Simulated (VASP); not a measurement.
RbCl under changes of volume

One of the cells (35.796 Å³/atom); the others are scaled copies at fixed shape and fractional positions:

```
CELL_PARAMETERS angstrom
0.00000 3.29568 3.29568
3.29568 0.00000 3.29568
3.29568 3.29568 0.00000
ATOMIC_POSITIONS crystal
Rb 0.00000 0.00000 0.00000
Cl 0.50000 0.50000 0.50000
```

```yaml
Program: VASP 6.6.1
Functional: PBE
Potentials_or_basis: VASP PAW PBE potentials, release 64 (Rb_sv, Cl)
Cutoff: 520 eV
k_mesh: 7 × 7 × 7
Occupations: fermi-dirac, width 0.05 eV
Spin: no spin polarisation
```

| volume (Å³/atom) | energy over the lowest point (meV/atom) | pressure (GPa) | gap on the mesh (eV) |
| --- | --- | --- | --- |
| 32.989 | 33.06 | 2.6 | 5.26 |
| 33.690 | 22.81 | 2.1 | 5.18 |
| 34.392 | ? | ? | ? |
| 35.796 | 4.25 | 0.8 | 4.98 |
| 36.498 | 1.43 | 0.4 | 4.92 |
| 37.200 | 0.00 | 0.1 | 4.86 |

Q: What does the run at 34.392 Å³/atom give?

A: Energy over the lowest point 14.74 meV/atom; pressure 1.6 GPa; gap on the mesh 5.11 eV.

Worked out: A Birch-Murnaghan fit of order 3 (a polynomial in V^(-2/3)) to the other rows has its minimum at 37.67 Å³/atom, just outside them, with B0 = V·E''(V) = 14.0 GPa and B' = 5.1. It gives 14.74 meV/atom at 34.392 Å³/atom, against the run's 14.74, and -dE/dV = 1.6 GPa, against 1.6. A straight line through the other rows of the gap, of slope -3.31 eV per unit of ln V (its deformation potential), gives 5.12 eV, against the run's 5.11.

Energies are extrapolated to zero smearing.

Caveats: an odd mesh through Γ misses points on the zone boundary, where band edges often lie (some runs). Spin-orbit coupling on Rb is left out.
